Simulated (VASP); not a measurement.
Input of a VASP 6.6.1 run:

Contents of INCAR:

```
SYSTEM = BAs
ALGO = Normal
EDIFF = 1E-6
ENCUT = 520
GGA = PS
ISIF = 2
ISMEAR = 0
LASPH = .TRUE.
LCHARG = .FALSE.
LREAL = .FALSE.
LWAVE = .FALSE.
NELM = 100
PREC = Accurate
SIGMA = 0.02
```

File KPOINTS:

```
k-points
0
G
  12 12 12
  0 0 0
```

File POSCAR:

```
BAs
1.0
    0.0000000000      2.3885000000      2.3885000000
    2.3885000000      0.0000000000      2.3885000000
    2.3885000000      2.3885000000      0.0000000000
B As
1 1
Direct
    0.0000000000      0.0000000000      0.0000000000
    0.2500000000      0.2500000000      0.2500000000
```

File KPOINTS_OPT:

```
path GXWKGLUWLK,UX
15
line-mode
reciprocal
 0.0000000000  0.0000000000  0.0000000000  G
 0.5000000000  0.0000000000  0.5000000000  X

 0.5000000000  0.0000000000  0.5000000000  X
 0.5000000000  0.2500000000  0.7500000000  W

 0.5000000000  0.2500000000  0.7500000000  W
 0.3750000000  0.3750000000  0.7500000000  K

 0.3750000000  0.3750000000  0.7500000000  K
 0.0000000000  0.0000000000  0.0000000000  G

 0.0000000000  0.0000000000  0.0000000000  G
 0.5000000000  0.5000000000  0.5000000000  L

 0.5000000000  0.5000000000  0.5000000000  L
 0.6250000000  0.2500000000  0.6250000000  U

 0.6250000000  0.2500000000  0.6250000000  U
 0.5000000000  0.2500000000  0.7500000000  W

 0.5000000000  0.2500000000  0.7500000000  W
 0.5000000000  0.5000000000  0.5000000000  L

 0.5000000000  0.5000000000  0.5000000000  L
 0.3750000000  0.3750000000  0.7500000000  K

 0.6250000000  0.2500000000  0.6250000000  U
 0.5000000000  0.0000000000  0.5000000000  X
```

Potentials or basis: VASP PAW PBE potentials, release 64 (B, As).

Command:

```console
$ cat potpaw_PBE.64/B/POTCAR potpaw_PBE.64/As/POTCAR > POTCAR
$ mpirun -np 1 vasp_std > vasp.out
```

Task: What does it give for the band gap on the k mesh?

Result: 1.08 eV, indirect (least direct gap 3.24 eV).

Task: Estimate the band gap along the path.

Result: 1.08 eV, indirect (least direct gap 3.24 eV).

Task: Predict the pressure.

Result: 0.1 GPa.

Levels at the corners of the path, in eV from the valence-band top:
```
point  band 1  band 2  band 3  band 4  band 5  band 6  band 7  band 8
    Γ  -15.44    0.00    0.00    0.00    3.24    3.24    3.24    4.68
    X  -11.24   -8.53   -4.11   -4.11    1.31    1.34   11.34   11.34
    X  -11.24   -8.53   -4.11   -4.11    1.31    1.34   11.34   11.34
    W  -11.08   -8.05   -5.55   -5.25    5.16    5.90    6.67    7.01
    W  -11.08   -8.05   -5.55   -5.25    5.16    5.90    6.67    7.01
    K  -11.28   -8.15   -6.02   -3.51    1.94    5.47    9.19    9.71
    K  -11.28   -8.15   -6.02   -3.51    1.94    5.47    9.19    9.71
    Γ  -15.44    0.00    0.00    0.00    3.24    3.24    3.24    4.68
    Γ  -15.44    0.00    0.00    0.00    3.24    3.24    3.24    4.68
    L  -12.55   -8.83   -1.83   -1.83    2.65    4.73    4.73    8.71
    L  -12.55   -8.83   -1.83   -1.83    2.65    4.73    4.73    8.71
    U  -11.28   -8.15   -6.02   -3.51    1.94    5.47    9.19    9.71
    U  -11.28   -8.15   -6.02   -3.51    1.94    5.47    9.19    9.71
    W  -11.08   -8.05   -5.55   -5.25    5.16    5.90    6.67    7.01
    W  -11.08   -8.05   -5.55   -5.25    5.16    5.90    6.67    7.01
    L  -12.55   -8.83   -1.83   -1.83    2.65    4.73    4.73    8.71
    L  -12.55   -8.83   -1.83   -1.83    2.65    4.73    4.73    8.71
    K  -11.28   -8.15   -6.02   -3.51    1.94    5.47    9.19    9.71
    U  -11.28   -8.15   -6.02   -3.51    1.94    5.47    9.19    9.71
    X  -11.24   -8.53   -4.11   -4.11    1.31    1.34   11.34   11.34
```

Caveat: the PAW data sets were made with another functional, which shifts forces and pressure a little.
